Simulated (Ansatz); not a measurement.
NiO2 under changes of volume

One of the cells (10.443 Å³/atom); the others are scaled copies at fixed shape and fractional positions:

```xyz
3
Lattice="2.7988 0.0000 0.0000 -1.3994 2.4238 0.0000 0.0000 0.0000 4.6183" Properties=species:S:1:pos:R:3 pbc="T T T"
Ni    0.0000    0.0000    2.3091
O     0.0000    1.6159    1.3576
O     1.3994    0.8079    3.2607
```

The cell comes from a database or a generator and needn't be the stable form of this composition.

- Program: Ansatz 0.2.0
- Functional: r2SCAN
- Potentials or basis: Ansatz PAW
- Cutoff: 500 eV (not typed: the program's choice for these potentials)
- k mesh: 11 × 11 × 6
- Occupations: fermi-dirac, width 0.05 eV
- Spin: collinear spin, ferromagnetic start
- Starting moments: [1.0, 0.0, 0.0] μB

| volume (Å³/atom) | energy over the lowest point (meV/atom) | pressure (GPa) | gap on the mesh (eV) | largest force (eV/Å) |
| --- | --- | --- | --- | --- |
| 9.816 | 8.02 | 8.0 | 1.47 | 0.466 |
| 10.025 | 0.93 | 3.0 | 1.44 | 0.143 |
| 10.234 | 0.00 | -1.5 | 1.41 | 0.155 |
| 10.443 | ? | ? | ? | ? |
| 10.652 | 13.97 | -9.0 | 1.36 | 0.680 |
| 10.861 | 27.77 | -12.1 | 1.34 | 0.912 |
| 11.070 | 45.45 | -14.9 | 1.31 | 1.125 |

Problem. What does the run at 10.443 Å³/atom give?

Solution. Energy over the lowest point 4.53 meV/atom; pressure -5.4 GPa; gap on the mesh 1.39 eV; largest force 0.428 eV/Å.

Worked out: A Birch-Murnaghan fit of order 3 (a polynomial in V^(-2/3)) to the other rows has its minimum at 10.16 Å³/atom with B0 = V·E''(V) = 212 GPa and B' = 4.6 at fixed shape and positions, which overstates the stiffness. It gives 4.54 meV/atom at 10.443 Å³/atom, against the run's 4.53, and -dE/dV = -5.4 GPa, against -5.4. A straight line through the other rows of the gap, of slope -1.3 eV per unit of ln V, gives 1.39 eV, against the run's 1.39.

Energies are extrapolated to zero smearing.

Caveats: the magnetic or orbital state may not be the lowest; odd divisions of the mesh miss points on the zone boundary, where band edges often lie, so the gap on the mesh can be too wide; the PAW data sets come from PBE, with cores solved anew for the run's functional, which leaves a small shift of forces and pressure; the starting moments weren't kept; forces of over 1 eV/Å show positions far from the minimum, so gaps and moduli don't describe the material at rest (some runs).

A mesh can miss the band edges.
